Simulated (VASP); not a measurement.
# ZrS2 in VASP: further runs

Runs on ZrS2. Level: LDA. Tasks: single point.

Program: VASP 6.6.1. These are calculated values, not measurements. Logs are shortened: lines on timing, memory, paths and dates and some standing lists are left out, and cuts for length are marked.

## (1) The slab as given

The cell holds a slab with vacuum, 3 atoms: a = 3.691 Å, b = 3.691 Å, c = 24.874 Å, α = 90.00°, β = 90.00°, γ = 120.00°.

## (2) Single point, LDA

The input, INCAR:

```
SYSTEM = ZrS2
PREC = Accurate ; ENCUT = 750
EDIFF = 1E-8 ; ISMEAR = 0
SIGMA = 0.05 ; LREAL = .False.
LASPH = .True. ; NELM = 120
ALGO = Normal ; ISIF = 2
LWAVE = .False. ; LCHARG = .False.
LDIPOL = .True. ; IDIPOL = 3
DIPOL = 0.5 0.5 0.500 ; GGA = CA
NBANDS = 23 ; LVHAR = .True.
LVACPOTAV = .True.
```

The input, KPOINTS:

```
regular mesh
0
Gamma
  11 11 1
  0 0 0
```

The input, POSCAR:

```
ZrS2
1.0
    3.6913825500      0.0000000000      0.0000000000
   -1.8456912700      3.1968310600      0.0000000000
    0.0000000000      0.0000000000     24.8744649004
S Zr
2 1
Direct
    0.6666666667      0.3333333333      0.4422205681
    0.3333333333      0.6666666667      0.5577794319
    0.0000000000      0.0000000000      0.5000000000
```

Potentials or basis: VASP PAW LDA potentials, release 64 (S, Zr_sv).

Run with:

```sh
$ cat potpaw_LDA.64/S/POTCAR potpaw_LDA.64/Zr_sv/POTCAR > POTCAR
$ mpirun -np 1 vasp_std > vasp.out
```

OUTCAR:

```text
SYSTEM = ZrS2
   PREC = Accurate
   ENCUT = 750
   EDIFF = 1E-8
   ISMEAR = 0
   LREAL = .False.
   LASPH = .True.
   NELM = 120
   ISIF = 2
   GGA = CA

 ion  position               nearest neighbor table
   1  0.667  0.333  0.442-   3 2.57   3 2.57   3 2.57
   2  0.333  0.667  0.558-   3 2.57   3 2.57   3 2.57
   3  0.000  0.000  0.500-   1 2.57   2 2.57   2 2.57   1 2.57   1 2.57   2 2.57

  LATTYP: Found a hexagonal cell.
 ALAT       =     3.6913825500
 C/A-ratio  =     6.7385226439

  Lattice vectors:

 A1 = (   3.6913825500,   0.0000000000,   0.0000000000)
 A2 = (  -1.8456912700,   3.1968310600,   0.0000000000)
 A3 = (   0.0000000000,   0.0000000000,  24.8744649004)

Analysis of symmetry for initial positions (statically):
=====================================================================
 Subroutine PRICEL returns:
 Original cell was already a primitive cell.

 Routine SETGRP: Setting up the symmetry group for a
 hexagonal supercell.

 Subroutine GETGRP returns: Found 12 space group operations
 (whereof 12 operations were pure point group operations)
 out of a pool of 24 trial point group operations.

The static configuration has the point symmetry D_3d.

Analysis of symmetry for dynamics (positions and initial velocities):
=====================================================================
 Subroutine PRICEL returns:
 Original cell was already a primitive cell.

 Routine SETGRP: Setting up the symmetry group for a
 hexagonal supercell.

 Subroutine GETGRP returns: Found 12 space group operations
 (whereof 12 operations were pure point group operations)
 out of a pool of 24 trial point group operations.

The dynamic configuration has the point symmetry D_3d.

 Subroutine INISYM returns: Found 12 space group operations
 (whereof 12 operations are pure point group operations),
 and found     1 'primitive' translations

----------------------------------------------------------------------------------------

                                     Primitive cell

  volume of cell :     293.5368

  direct lattice vectors                    reciprocal lattice vectors
     3.691382550  0.000000000  0.000000000     0.270901210  0.156404886  0.000000000
    -1.845691270  3.196831060  0.000000000     0.000000000  0.312809774  0.000000000
     0.000000000  0.000000000 24.874464900     0.000000000  0.000000000  0.040201870

  length of vectors
     3.691382550  3.691382545 24.874464900     0.312809773  0.312809774  0.040201870

  position of ions in fractional coordinates (direct lattice)
     0.666666667  0.333333333  0.442220568
     0.333333333  0.666666667  0.557779432
     0.000000000  0.000000000  0.500000000

  ion indices of the primitive-cell ions
   primitive index   ion index
                 1           1
                 2           2
                 3           3

----------------------------------------------------------------------------------------

 KPOINTS: regular mesh

Automatic generation of k-mesh.
 Grid dimensions read from file:
 generate k-points for:   11   11    1

 Generating k-lattice:

  Cartesian coordinates                     Fractional coordinates (reciprocal lattice)
     0.024627383  0.014218626  0.000000000     0.090909091 -0.000000000  0.000000000
     0.000000000  0.028437252  0.000000000     0.000000000  0.090909091  0.000000000
     0.000000000  0.000000000  0.040201870     0.000000000  0.000000000  1.000000000

  Length of vectors
     0.028437252  0.028437252  0.040201870

  Shift w.r.t. Gamma in fractional coordinates (k-lattice)
     0.000000000  0.000000000  0.000000000

 Subroutine IBZKPT returns following result:
 ===========================================

 Found     16 irreducible k-points:

 Following reciprocal coordinates:
            Coordinates               Weight
  0.000000  0.000000  0.000000      1.000000
  0.090909  0.000000  0.000000      6.000000
  0.181818  0.000000  0.000000      6.000000
  0.272727  0.000000  0.000000      6.000000
  0.363636 -0.000000  0.000000      6.000000
  0.454545  0.000000  0.000000      6.000000
[... 8 lines left out ...]
  0.272727  0.272727  0.000000      6.000000
  0.363636  0.272727  0.000000      6.000000
   k-points           NKPTS =     16   k-points in BZ     NKDIM =     16   number of bands    NBANDS=     23
   number of dos      NEDOS =    301   number of ions     NIONS =      3
   total plane-waves  NPLWV = 290304
   dimension x,y,z NGX =    36 NGY =   36 NGZ =  224
   dimension x,y,z NGXF=    72 NGYF=   72 NGZF=  448
   ions per type =               2   1
   NGX,Y,Z   is equivalent  to a cutoff of  16.21, 16.21, 14.97 a.u.
   NGXF,Y,Z  is equivalent  to a cutoff of  32.43, 32.43, 29.94 a.u.
 SYSTEM =  ZrS2
   PREC   = accura    normal or accurate (medium, high low for compatibility)
   ISTART =      0    job   : 0-new  1-cont  2-samecut
   ICHARG =      2    charge: 1-file 2-atom 10-const
   ISPIN  =      1    spin polarized calculation?
   LNONCOLLINEAR =      F non collinear calculations
   LSORBIT =      F    spin-orbit coupling
   LASPH  =      T    aspherical Exc in radial PAW
   ENCUT  =  750.0 eV  55.12 Ry    7.42 a.u.   8.24  8.24 55.54*2*pi/ulx,y,z
   NELM   =    120;   NELMIN=  2; NELMDL= -5     # of ELM steps
   EDIFF  = 0.1E-07   stopping-criterion for ELM
   LREAL  =      F    real-space projection
   EDIFFG = 0.1E-06   stopping-criterion for IOM
   NSW    =      0    number of steps for IOM
   IBRION =     -1    ionic relax: 0-MD 1-quasi-New 2-CG
   NFREE  =      0    steps in history (QN), initial steepest desc. (CG)
   ISIF   =      2    stress and relaxation
   ISYM   =      2    0-nonsym 1-usesym 2-fastsym
   POTIM  = 0.5000    time-step for ionic-motion
   TEBEG  =    0.0;   TEEND  =   0.0 temperature during run
   PSTRESS=    0.0 pullay stress
   NELECT =      24.0000    total number of electrons
   NUPDOWN=      -1.0000    fix difference up-down
   EMIN   =  10.00;   EMAX   =-10.00  energy-range for DOS
   EFERMI =   0.00;   METHOD = LEGACY
   ISMEAR =     0;   SIGMA  =   0.05  broadening in eV -4-tet -1-fermi 0-gaus
   EFERMI_NEDOS =   21; number of points for ismear=-14 and -15
   IALGO  =     38    algorithm
   IMIX   =      4    mixing-type and parameters
     AMIX     =   0.40;   BMIX     =  1.00
     AMIX_MAG =   1.60;   BMIX_MAG =  1.00
  volume/ion in A,a.u.               =      97.85       660.29
  Fermi-wavevector in a.u.,A,eV,Ry     =   0.710544  1.342734  6.869214  0.504873
  Thomas-Fermi vector in A             =   1.797419
   LORBIT       =      0    0 simple, 1 ext, 2 COOP (PROOUT), +10 PAW based schemes
   GGA     = CA    functional components
   LHFCALC =     F    Hartree Fock is set to
   AEXX    =    0.0000 exact exchange contribution
   IVDW    =     0    specifies the selected vdW correction
   LEPSILON=     F    determine dielectric tensor
   LRPA    =     F    only Hartree local field effects (RPA)
 non-spin polarized calculation
 Gauss-broadening in eV      SIGMA  =   0.05
  energy-cutoff  :      750.00
  volume of cell :      293.54
 maximum number of plane-waves:     13726
 NGX is ok and might be reduce to    36
   NGX = 17   NGY = 17   NGZ =111

 dipolmoment           0.000000      0.000000     -0.000000 electrons x Angstroem

 number of electron      24.0000000 magnetization

 dipolmoment           0.000000      0.000000      0.000000 electrons x Angstroem

 Free energy of the ion-electron system (eV)
  ---------------------------------------------------
  ext. energy  EPLUGINS =         0.00000000
  ---------------------------------------------------
  free energy    TOTEN  =       -23.19958284 eV

  energy without entropy =      -23.19958284  energy(sigma->0) =      -23.19958284

 E-fermi :  -3.7819     XC(G=0):  -2.6894

 val. band max:       -4.0854519020   @ k =   0.0000   0.0000   0.0000
 cond. band min:      -2.9507284356   @ k =   0.4545   0.0000   0.0000
 fundamental gap:      1.1347234664
 Fermi energy:        -3.7819439737

 k-point     1 :       0.0000    0.0000    0.0000
  band No.  band energies     occupation
      1     -52.6754      2.00000
      2     -30.8905      2.00000
      3     -30.7447      2.00000
      4     -30.7447      2.00000
      5     -16.3843      2.00000
      6     -15.2052      2.00000
[... 15 lines left out ...]
     22       3.2335      0.00000
     23       3.2683      0.00000

 k-point     2 :       0.0909    0.0000    0.0000
  band No.  band energies     occupation
      1     -52.6739      2.00000
      2     -30.8862      2.00000
      3     -30.7653      2.00000
      4     -30.7491      2.00000
      5     -16.3007      2.00000
      6     -15.2193      2.00000
[... 15 lines left out ...]
     22       3.3821      0.00000
     23       3.4121      0.00000

 k-point     3 :       0.1818    0.0000    0.0000
  band No.  band energies     occupation
      1     -52.6701      2.00000
      2     -30.8747      2.00000
      3     -30.8198      2.00000
      4     -30.7609      2.00000
      5     -16.0717      2.00000
      6     -15.2547      2.00000
[... 15 lines left out ...]
     22       3.7447      0.00000
     23       3.9377      0.00000

 k-point     4 :       0.2727    0.0000    0.0000
  band No.  band energies     occupation
      1     -52.6650      2.00000
      2     -30.8915      2.00000
      3     -30.8580      2.00000
      4     -30.7763      2.00000
      5     -15.7724      2.00000
      6     -15.2807      2.00000
[... 15 lines left out ...]
     22       4.2612      0.00000
     23       4.4495      0.00000

 k-point     5 :       0.3636   -0.0000    0.0000
  band No.  band energies     occupation
      1     -52.6604      2.00000
      2     -30.9548      2.00000
      3     -30.8443      2.00000
      4     -30.7904      2.00000
      5     -15.5726      2.00000
      6     -15.2020      2.00000
[... 15 lines left out ...]
     22       4.6478      0.00000
     23       5.1636      0.00000

 k-point     6 :       0.4545    0.0000    0.0000
  band No.  band energies     occupation
      1     -52.6576      2.00000
      2     -30.9922      2.00000
      3     -30.8359      2.00000
      4     -30.7987      2.00000
      5     -15.5410      2.00000
      6     -15.0508      2.00000
[... 15 lines left out ...]
     22       5.6206      0.00000
     23       5.7174      0.00000

 k-point     7 :       0.0909    0.0909    0.0000
  band No.  band energies     occupation
      1     -52.6713      2.00000
      2     -30.8782      2.00000
      3     -30.8016      2.00000
      4     -30.7584      2.00000
      5     -16.1438      2.00000
      6     -15.2446      2.00000
[... 145 lines left out ...]
     22       4.6346      0.00000
     23       4.9806      0.00000

 k-point    13 :       0.2727    0.1818    0.0000
  band No.  band energies     occupation
      1     -52.6587      2.00000
      2     -30.9462      2.00000
      3     -30.8416      2.00000
      4     -30.8259      2.00000
      5     -15.4080      2.00000
      6     -15.2663      2.00000
[... 15 lines left out ...]
     22       5.0314      0.00000
     23       5.3575      0.00000

 k-point    14 :       0.3636    0.1818    0.0000
  band No.  band energies     occupation
      1     -52.6564      2.00000
      2     -30.9680      2.00000
      3     -30.8453      2.00000
      4     -30.8321      2.00000
      5     -15.4011      2.00000
      6     -15.1200      2.00000
[... 15 lines left out ...]
     22       5.6555      0.00000
     23       5.9109      0.00000

 k-point    15 :       0.2727    0.2727    0.0000
  band No.  band energies     occupation
      1     -52.6562      2.00000
      2     -30.9484      2.00000
      3     -30.8687      2.00000
      4     -30.8316      2.00000
      5     -15.2959      2.00000
      6     -15.2172      2.00000
[... 15 lines left out ...]
     22       5.5316      0.00000
     23       6.0522      0.00000

 k-point    16 :       0.3636    0.2727    0.0000
  band No.  band energies     occupation
      1     -52.6552      2.00000
      2     -30.9415      2.00000
      3     -30.8912      2.00000
      4     -30.8291      2.00000
      5     -15.2818      2.00000
      6     -15.1695      2.00000
[... 15 lines left out ...]
     22       5.9673      0.00000
     23       6.1999      0.00000

------------------------ aborting loop because EDIFF is reached ----------------------------------------

 vacuum level on the upper side and lower side of the slab       (xc-potential included)        -0.104        -0.104

  FORCE on cell =-STRESS in cart. coord.  units (eV):
  Direction    XX          YY          ZZ          XY          YZ          ZX
  --------------------------------------------------------------------------------------
  -------------------------------------------------------------------------------------
  Total       -2.2216015     -2.2216015     -1.1478452     -0.0000000      0.0000000      0.0000000
  in kB      -12.1259078    -12.1259078     -6.2651491     -0.0000000      0.0000000      0.0000000
  external PRESSURE =     -10.1723216 kB  Pullay stress =       0.0000000 kB

 VOLUME and BASIS-vectors are now :
 -----------------------------------------------------------------------------
  energy-cutoff  :      750.00
  volume of cell :      293.54
      direct lattice vectors                 reciprocal lattice vectors
     3.691382550  0.000000000  0.000000000     0.270901210  0.156404886  0.000000000
    -1.845691270  3.196831060  0.000000000     0.000000000  0.312809774  0.000000000
     0.000000000  0.000000000 24.874464900     0.000000000  0.000000000  0.040201870

 POSITION                                       TOTAL-FORCE (eV/Angst)
 -----------------------------------------------------------------------------------
      1.84569      1.06561     11.00000        -0.000000     -0.000000      0.397927
      0.00000      2.13122     13.87446         0.000000      0.000000     -0.397927
      0.00000      0.00000     12.43723         0.000000      0.000000      0.000000
 -----------------------------------------------------------------------------------
    total drift:                                0.000000     -0.000000     -0.000000

  FREE ENERGIE OF THE ION-ELECTRON SYSTEM (eV)
  ---------------------------------------------------
  free  energy   TOTEN  =       -23.1995828353 eV

  energy  without entropy=      -23.1995828353  energy(sigma->0) =      -23.19958284

 vacuum level on the upper side and lower side of the slab         2.552         2.552
```

Wall time 3.2 min (1 thread of Intel Xeon 6975P-C (Granite Rapids), shared host); peak memory 0.54 GiB.

Results:

| Property | Result |
| --- | --- |
| Free energy | -23.1996 eV |
| Largest force | 0.398 eV/Å |
| Band gap on the k mesh | 1.13 eV, indirect (least direct gap 1.58 eV) |
| Ionisation potential of the upper face | 6.64 eV |

Forces in eV/Å, atoms in the order of the input:
```
S    0.000  0.000  0.398
S    0.000  0.000 -0.398
Zr   0.000  0.000  0.000
```

## (3) Single point, LDA

Edit INCAR of step 2 so:

```diff
@@ -1,4 +1,4 @@
 SYSTEM = ZrS2
-PREC = Accurate ; ENCUT = 750
-EDIFF = 1E-8 ; ISMEAR = 0
+PREC = Accurate ; ENCUT = 600
+EDIFF = 1E-7 ; ISMEAR = 0
 SIGMA = 0.05 ; LREAL = .False.
```

The input, KPOINTS:

```
regular mesh
0
Gamma
  9 9 1
  0 0 0
```

POSCAR is that of step 2.

Potentials or basis: VASP PAW LDA potentials, release 64 (S, Zr_sv).

Run with:

```sh
$ cat potpaw_LDA.64/S/POTCAR potpaw_LDA.64/Zr_sv/POTCAR > POTCAR
$ mpirun -np 1 vasp_std > vasp.out
```

It took 95 s on 1 thread of Intel Xeon 6975P-C (Granite Rapids), shared host; peak memory 0.37 GiB.

The run converged, but some of its settings lie outside the range that counts as converged, so its numbers aren't taken as properties of the slab.

What came out:

* Free energy: -23.1989 eV
* Largest force: 0.399 eV/Å
* Band gap on the k mesh: 1.14 eV, indirect (least direct gap 1.58 eV)
* Ionisation potential of the upper face: 6.64 eV

(Part 1 of 2 ends here.)
